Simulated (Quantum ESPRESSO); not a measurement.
Runs of Quantum ESPRESSO 7.5 on Sc. Symmetry: P6_3/mmc, No. 194, hexagonal system. The conventional cell has a = 3.309 Å, b = 3.309 Å, c = 5.273 Å, α = 90.00°, β = 90.00°, γ = 120.00°. Sc (site symmetry -6m2) is surrounded by 12 Sc at 3.26 to 3.31 Å. 

```csv
task,level,potentials or basis,spin,cutoff (eV),smearing,mixing beta,SCF threshold,other keys,gap on the mesh (eV),pressure (GPa)
single point,PBEint,SSSP 1.3 efficiency PBE,"collinear, ferromagnetic start",816,fermi-dirac 0.136 eV,0.3,1e-12 Ry,conv_thr = 1e-12; mixing_mode = TF; smearing = fermi-dirac; …,none,-1.1
band structure,PBE,PseudoDojo 0.5 SR PBE stringent,off,1061,fermi-dirac 0.05 eV,0.5,4e-10 Ry,-,none,-0.7
band structure,PBE,JTH 2.0 PBE,off,490,fermi-dirac 0.05 eV,0.5,4e-10 Ry,-,none,-0.8
band structure,PBE,PseudoDojo 0.4 SR PBE stringent,off,1061,fermi-dirac 0.05 eV,0.5,4e-10 Ry,-,none,-0.7
band structure,PBE,SSSP 1.3 efficiency PBE,off,816,fermi-dirac 0.05 eV,0.5,4e-10 Ry,-,none,(a)
```

Alike in all rows: cell as given; k mesh 9 × 9 × 5.

Task: Fill in the values left out.

Result: (a) -0.6.

Caveats: some levels on the path didn't converge (some runs); the potentials were made for another functional, which shifts forces and pressure (some runs); the cutoff is low for these files, which shifts pressure and relaxed volume (some runs).

A gap of «none» marks a metal or a gap under the smearing width.
